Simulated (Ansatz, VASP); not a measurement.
## One calculation of SiNi3, two programs

```xyz
4
Lattice="3.4637 0.0000 0.0000 0.0000 3.4637 0.0000 0.0000 0.0000 3.4637" Properties=species:S:1:pos:R:3 pbc="T T T"
Si    0.0000    0.0000    0.0000
Ni    0.0000    1.7319    1.7319
Ni    1.7319    1.7319    0.0000
Ni    1.7319    0.0000    1.7319
```

Alike in both runs: task single point; functional PBE; dispersion D3(BJ); k mesh 6 × 6 × 6; occupations gaussian, width 0.1 eV; no spin polarisation.

|  | VASP | Ansatz |
| --- | --- | --- |
| version | VASP 6.6.1 | Ansatz 0.2.0 |
| potentials or method | VASP PAW PBE potentials, release 64 (Si, Ni) | scalar-relativistic, plane waves, PAW |
| plane-wave cutoff (eV) | 520 | 420 |
| valence electrons in the cell | 34 | 58 |

```tsv
	VASP	Ansatz	Ansatz less VASP
gap on the k mesh at the Fermi level (eV)	none	none	-
pressure (GPa)	0.3	0.4	+0.07
```

A gap of «none» marks a metal or a gap that the smearing closes. The two sets of potentials don't hold the same shells in valence.

Caveats: pairwise dispersion overbinds metals, which lowers pressure and volume. Spin polarisation is off, so any magnetic state and its effect on volume and gap are missing.
